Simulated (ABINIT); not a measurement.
# Sn (Fd-3m) in ABINIT: notebook

One crystal, Sn, is run at these levels: r2SCAN, SCAN; tasks: single point.

Everything below comes from runs of ABINIT 10.8.3 (patched build). Logs are shortened: lines on timing, memory, paths and dates and some standing lists are left out, and cuts for length are marked. The log counts tension as positive stress, the text compression.

**1. The structure**

The structure is cubic, space group Fd-3m (No. 227). Conventional cell: a = 6.467 Å, b = 6.467 Å, c = 6.467 Å, α = 90.00°, β = 90.00°, γ = 90.00°. Around Sn (site symmetry -43m) lie 4 Sn at 2.80 Å.

This isn't the form of Sn at room conditions, which is tetragonal (white tin).

**2. Single point, r2SCAN**

The input, run.abi:

```
# Pseudopotentials
pp_dirpath "./"
pseudos "Sn.GGA_PBE-JTH.xml"

# Structure
acell 8.64103205 8.64103205 8.64103205
rprim
     0.0000000000     0.7071067812     0.7071067812
     0.7071067812     0.0000000000     0.7071067812
     0.7071067812     0.7071067812     0.0000000000
ntypat 1
znucl 50
natom 2
typat 1 1
xred
     0.7500000000     0.7500000000     0.7500000000
     0.5000000000     0.5000000000     0.5000000000

# Plane-wave basis
ecut 26.0
pawecutdg 48.0

# k points
kptopt 1
ngkpt 7 7 7
nshiftk 1
shiftk 0.0 0.0 0.0

# Exchange and correlation
ixc -497498
usekden 1
pawxcdev 0

# Bands and occupations
nband 18
occopt 3
tsmear 0.00183747

# SCF cycle
nstep 100
tolvrs 1.0e-7

# Output
iomode 3
prtwf 0
prtden 0
prteig 0
prtebands 0
enunit 1
```

Potentials or basis: JTH PAW PBE v2.0.

The run is started by

```
$ abinit run.abi > log 2>&1
```

run.abo:

```text
.Version 10.8.3 of ABINIT
 Symmetries : space group Fd -3 m (#227); Bravais cF (face-center cubic)
================================================================================
 Values of the parameters that define the memory need of the present run
     intxc =       0    ionmov =       0      iscf =      17    lmnmax =      18
     lnmax =       6     mgfft =      40  mpssoang =       3    mqgrid =    3001
     natom =       2  nloc_mem =       2    nspden =       1   nspinor =       1
    nsppol =       1      nsym =      48    n1xccc =       1    ntypat =       1
    occopt =       3   xclevel =       2
       mpw =        2906          nfft =       64000          nkpt =          20
 PAW method is used; the additional fine FFT grid is defined by:
   mgfftf=        54    nfftf =    157464
================================================================================
================================================================================

--------------------------------------------------------------------------------
------------- Echo of variables that govern the present computation ------------
--------------------------------------------------------------------------------
 -outvars: echo values of preprocessed input variables --------
            acell      8.6410320500E+00  8.6410320500E+00  8.6410320500E+00 Bohr
              amu      1.18710000E+02
             ecut      2.60000000E+01 Hartree
           enunit           1
              ixc     -497498
         kptrlatt        7    0    0      0    7    0      0    0    7
          kptrlen      6.04872244E+01
            natom           2
            nband          18
            ngfft          40      40      40
          ngfftdg          54      54      54
             nkpt          20
            nstep         100
             nsym          48
           ntypat           1
           occopt           3
        pawecutdg      4.80000000E+01 Hartree
         pawxcdev           0
           prtden           0
        prtebands           0
           prteig           0
          prtkden           1
            prtwf           0
            rprim      0.0000000000E+00  7.0710678120E-01  7.0710678120E-01
                       7.0710678120E-01  0.0000000000E+00  7.0710678120E-01
                       7.0710678120E-01  7.0710678120E-01  0.0000000000E+00
          spgroup         227
           tolvrs      1.00000000E-07
           tsmear      1.83747000E-03 Hartree
            typat      1  1
          usekden           1
           useylm           1
           xangst      4.8500141968E+00  4.8500141968E+00  4.8500141968E+00
                       3.2333427979E+00  3.2333427979E+00  3.2333427979E+00
            xcart      9.1651985387E+00  9.1651985387E+00  9.1651985387E+00
                       6.1101323591E+00  6.1101323591E+00  6.1101323591E+00
             xred      7.5000000000E-01  7.5000000000E-01  7.5000000000E-01
                       5.0000000000E-01  5.0000000000E-01  5.0000000000E-01
            znucl       50.00000

================================================================================

 chkinp: Checking input parameters for consistency.

================================================================================
== DATASET  1 ==================================================================

--- !DatasetInfo
iteration_state: {dtset: 1, }
dimensions: {natom: 2, nkpt: 20, mband: 18, nsppol: 1, nspinor: 1, nspden: 1, mpw: 2906, }
cutoff_energies: {ecut:  26.0, pawecutdg:  48.0, }
electrons: {nelect:   2.80000000E+01, charge:   0.00000000E+00, occopt:   3.00000000E+00, tsmear:   1.83747000E-03, }
meta: {optdriver: 0, ionmov: 0, optcell: 0, iscf: 17, paral_kgb: 0, }
...

 Real(R)+Recip(G) space primitive vectors, cartesian coordinates (Bohr,Bohr^-1):
 R(1)=  0.0000000  6.1101324  6.1101324  G(1)= -0.0818313  0.0818313  0.0818313
 R(2)=  6.1101324  0.0000000  6.1101324  G(2)=  0.0818313 -0.0818313  0.0818313
 R(3)=  6.1101324  6.1101324  0.0000000  G(3)=  0.0818313  0.0818313 -0.0818313
 Unit cell volume ucvol=  4.5622791E+02 bohr^3
 Angles (23,13,12)=  6.00000000E+01  6.00000000E+01  6.00000000E+01 degrees

 Coarse grid specifications (used for wave-functions):

 getcut: wavevector=  0.0000  0.0000  0.0000  ngfft=  40  40  40
         ecut(hartree)=     26.000   => boxcut(ratio)=   2.01671

 Fine grid specifications (used for densities):

 getcut: wavevector=  0.0000  0.0000  0.0000  ngfft=  54  54  54
         ecut(hartree)=     48.000   => boxcut(ratio)=   2.00443

--- Pseudopotential description ------------------------------------------------
- pspini: atom type   1  psp file is ./Sn.GGA_PBE-JTH.xml
 Pseudopotential format is: paw10
 basis_size (lnmax)=  6 (lmn_size= 18), orbitals=   0   0   1   1   2   2
 Spheres core radius: rc_sph= 2.51086398
 Shapefunction is BESSEL type: shapef(r,l)=aa(1,l)*jl(q(1,l)*r)+aa(2,l)*jl(q(2,l)*r)
 Radius for shape functions =  1.40702157
 Compensation charge density is not taken into account in XC energy/potential

   1.44039359E+03                                ecore*ucvol(ha*bohr**3)
--------------------------------------------------------------------------------

================================================================================

--- !BeginCycle
iteration_state: {dtset: 1, }
solver: {iscf: 17, nstep: 100, nline: 4, wfoptalg: 10, }
tolerances: {tolvrs: 1.00E-07, }
...

     iter   Etot(hartree)      deltaE(h)  residm     nres2
 ETOT  1  -100.25215012875    -1.003E+02 1.449E-01 2.524E+00
 ETOT  2  -100.12378984959     1.284E-01 2.398E-02 1.509E+00
 ETOT  3  -100.12347725550     3.126E-04 4.328E-03 5.239E-01
 ETOT  4  -100.12323153735     2.457E-04 3.091E-03 1.509E-02
 ETOT  5  -100.12324300848    -1.147E-05 5.897E-04 5.898E-04
 ETOT  6  -100.12324562598    -2.618E-06 3.507E-04 1.528E-04
 ETOT  7  -100.12324641933    -7.933E-07 6.525E-05 1.153E-06
 ETOT  8  -100.12324642738    -8.053E-09 3.650E-05 6.932E-07
 ETOT  9  -100.12324642848    -1.098E-09 6.966E-06 1.035E-08

 At SCF step    9       nres2   =  1.04E-08 < tolvrs=  1.00E-07 =>converged.

Result for kinetic energy density :

--------------------------------------------------------------------------------
 Total kinetic energy density [Ha/Bohr^3]
)     Maximum=    8.6292E-01  at reduced coord.    0.5185    0.5185    0.5556
)     Minimum=    6.4724E-04  at reduced coord.    0.0000    0.0000    0.0000
   Integrated=    2.3412E+01
--------------------------------------------------------------------------------

 Cartesian components of stress tensor (hartree/bohr^3)
  sigma(1 1)= -6.66575150E-05  sigma(3 2)=  0.00000000E+00
  sigma(2 2)= -6.66575150E-05  sigma(3 1)=  0.00000000E+00
  sigma(3 3)= -6.66575150E-05  sigma(2 1)=  0.00000000E+00

--- !ResultsGS
iteration_state: {dtset: 1, }
comment   : Summary of ground state results
lattice_vectors:
- [  0.0000000,   6.1101324,   6.1101324, ]
- [  6.1101324,   0.0000000,   6.1101324, ]
- [  6.1101324,   6.1101324,   0.0000000, ]
lattice_lengths: [   8.64103,    8.64103,    8.64103, ]
lattice_angles: [ 60.000,  60.000,  60.000, ] # degrees, (23, 13, 12)
lattice_volume:   4.5622791E+02
convergence: {deltae: -1.098E-09, res2:  1.035E-08, residm:  6.966E-06, diffor: null, }
etotal    :  -1.00123246E+02
entropy   :   0.00000000E+00
fermie    :   1.63997262E-01
cartesian_stress_tensor: # hartree/bohr^3
- [ -6.66575150E-05,   0.00000000E+00,   0.00000000E+00, ]
- [  0.00000000E+00,  -6.66575150E-05,   0.00000000E+00, ]
- [  0.00000000E+00,   0.00000000E+00,  -6.66575150E-05, ]
pressure_GPa:   1.9611E+00
xred      :
- [  7.5000E-01,   7.5000E-01,   7.5000E-01, Sn]
- [  5.0000E-01,   5.0000E-01,   5.0000E-01, Sn]
cartesian_forces: # hartree/bohr
- [ -2.11528921E-27,  -7.05096404E-28,   3.52548202E-27, ]
- [  2.11528921E-27,   7.05096404E-28,  -3.52548202E-27, ]
force_length_stats: {min:   4.17140658E-27, max:   4.17140658E-27, mean:   4.17140658E-27, }
...

 Integrated electronic density in atomic spheres:
 ------------------------------------------------
 Atom  Sphere_radius  Integrated_density
    1        2.51086         12.00708402
    2        2.51086         12.00109212

================================================================================

 ----iterations are completed or convergence reached----

 Mean square residual over all n,k,spin=   21.923E-09; max=  69.656E-07
 reduced coordinates (array xred) for    2 atoms
       0.750000000000      0.750000000000      0.750000000000
       0.500000000000      0.500000000000      0.500000000000
 rms dE/dt=  1.5731E-26; max dE/dt=  1.7233E-26; dE/dt below (all hartree)
    1      -0.000000000000     -0.000000000000      0.000000000000
    2       0.000000000000      0.000000000000     -0.000000000000

 cartesian coordinates (angstrom) at end:
    1      4.85001419678185     4.85001419678185     4.85001419678185
    2      3.23334279785457     3.23334279785457     3.23334279785457

 cartesian forces (hartree/bohr) at end:
    1     -0.00000000000000    -0.00000000000000     0.00000000000000
    2      0.00000000000000     0.00000000000000    -0.00000000000000
 frms,max,avg= 2.4083627E-27 3.5254820E-27   0.000E+00  0.000E+00  0.000E+00 h/b

 cartesian forces (eV/Angstrom) at end:
    1     -0.00000000000000    -0.00000000000000     0.00000000000000
    2      0.00000000000000     0.00000000000000    -0.00000000000000
 frms,max,avg= 1.2384299E-25 1.8128757E-25   0.000E+00  0.000E+00  0.000E+00 e/A
 length scales=  8.641032050000  8.641032050000  8.641032050000 bohr
              =  4.572637236440  4.572637236440  4.572637236440 angstroms
 Fermi (or HOMO) energy (eV) =   4.46259   Average Vxc (eV)=  -9.49176
 Eigenvalues (   eV  ) for nkpt=  20  k points:
 kpt#   1, nband= 18, wtk=  0.00292, kpt=  0.0000  0.0000  0.0000 (reduced coord)
 -18.00584  -18.00584  -18.00584  -17.94092  -17.94092  -17.60432  -17.60432  -17.60432
 -17.58696  -17.58696   -6.77898    4.14123    4.44663    4.44663    4.44663    6.66060
   6.66060    6.66060
 prteigrs : prtvol=0 or 1, do not print more k-points.

--- !EnergyTerms
iteration_state     : {dtset: 1, }
comment             : Components of total free energy in Hartree
kinetic             :  2.34123011888604E+01
hartree             :  5.82831279575509E+01
xc                  : -1.31288407346806E+01
Ewald energy        : -8.63984898032222E+01
psp_core            :  3.15717990173669E+00
local_psp           : -1.55572578487295E+02
PAW spherical_terms :  7.01240374449275E+01
internal            : -1.00123262532123E+02
'-kT*entropy'       : -3.54389845198799E-05
total_energy        : -1.00123297971107E+02
total_energy_eV     : -2.72449373331324E+03
...

--- !EnergyTermsDC
iteration_state     : {dtset: 1, }
comment             : '"Double-counting" decomposition of free energy'
band_energy         : -1.32328963150768E+01
Ewald energy        : -8.63984898032222E+01
psp_core            :  3.15717990173669E+00
xc_dc               : -6.22759565087189E+01
PAW spherical_terms :  5.86269517357880E+01
internal            : -1.00123210989493E+02
'-kT*entropy'       : -3.54389845198799E-05
total_energy_dc     : -1.00123246428478E+02
total_energy_dc_eV  : -2.72449233076684E+03
...

--- !EnergyTermsWithPAWCore
iteration_state     : {dtset: 1, }
comment             : 'Components of total free energy, including PAW core contributions'
Total energy        : -1.23557438026340E+04
Total energy DC     : -1.23557437510913E+04
Total energy (eV)   : -3.36216916969859E+05
Total energy DC (eV): -3.36216915567313E+05
...

 Cartesian components of stress tensor (hartree/bohr^3)
  sigma(1 1)= -6.66575150E-05  sigma(3 2)=  0.00000000E+00
  sigma(2 2)= -6.66575150E-05  sigma(3 1)=  0.00000000E+00
  sigma(3 3)= -6.66575150E-05  sigma(2 1)=  0.00000000E+00

-Cartesian components of stress tensor (GPa)         [Pressure=  1.9611E+00 GPa]
- sigma(1 1)= -1.96113180E+00  sigma(3 2)=  0.00000000E+00
- sigma(2 2)= -1.96113180E+00  sigma(3 1)=  0.00000000E+00
- sigma(3 3)= -1.96113180E+00  sigma(2 1)=  0.00000000E+00

== END DATASET(S) ==============================================================
================================================================================

 -outvars: echo values of variables after computation  --------
            acell      8.6410320500E+00  8.6410320500E+00  8.6410320500E+00 Bohr
           etotal     -1.0012324643E+02
            fcart     -2.1152892133E-27 -7.0509640444E-28  3.5254820222E-27
                       2.1152892133E-27  7.0509640444E-28 -3.5254820222E-27
            rprim      0.0000000000E+00  7.0710678120E-01  7.0710678120E-01
                       7.0710678120E-01  0.0000000000E+00  7.0710678120E-01
                       7.0710678120E-01  7.0710678120E-01  0.0000000000E+00
           strten     -6.6657514982E-05 -6.6657514982E-05 -6.6657514982E-05
                       0.0000000000E+00  0.0000000000E+00  0.0000000000E+00
           xangst      4.8500141968E+00  4.8500141968E+00  4.8500141968E+00
                       3.2333427979E+00  3.2333427979E+00  3.2333427979E+00
             xred      7.5000000000E-01  7.5000000000E-01  7.5000000000E-01
                       5.0000000000E-01  5.0000000000E-01  5.0000000000E-01
 Calculation completed.
```

It took 1.8 min on 1 thread of Arm Neoverse V1, shared host; peak memory 0.19 GiB.

What came out:

- Free energy: -2724.4923 eV
- Pressure: 2.0 GPa
- Band gap on the k mesh: none (metal or under the smearing width)
- Valence electrons inside the program's atomic spheres: Sn 12.01, 12.00 (radii [1.3287] Å)

Caveat: totals of a meta-GGA on PAW files have another zero than those of a GGA; the PAW data sets were made with another functional, which shifts forces and pressure a little.

**3. Single point, SCAN**

Edit run.abi of step 2 so:

```diff
@@ -29,3 +29,3 @@
 # Exchange and correlation
-ixc -497498
+ixc -263267
 usekden 1
```

Potentials or basis: JTH PAW PBE v2.0.

The run is started by

```
$ abinit run.abi > log 2>&1
```

Wall time 2.2 min (1 thread of Arm Neoverse V1, shared host); peak memory 0.19 GiB.

The run converged. Its results:

| Quantity | Value |
| --- | --- |
| Free energy | -2759.0952 eV |
| Pressure | 1.6 GPa |
| Band gap on the k mesh | none (metal or under the smearing width) |
| Valence electrons inside the program's atomic spheres | Sn 12.03, 12.02 (radii [1.3287] Å) |

Levels at points of the mesh, in eV from the Fermi level:
| k point | band 11 | band 12 | band 13 | band 14 | band 15 | band 16 | band 17 | band 18 |
| --- | --- | --- | --- | --- | --- | --- | --- | --- |
| (0.00, 0.00, 0.00) | -11.10 | -0.66 | 0.20 | 0.20 | 0.20 | 2.19 | 2.19 | 2.19 |

Caveat: totals of a meta-GGA on PAW files have another zero than those of a GGA; the PAW data sets were made with another functional, which shifts forces and pressure a little.
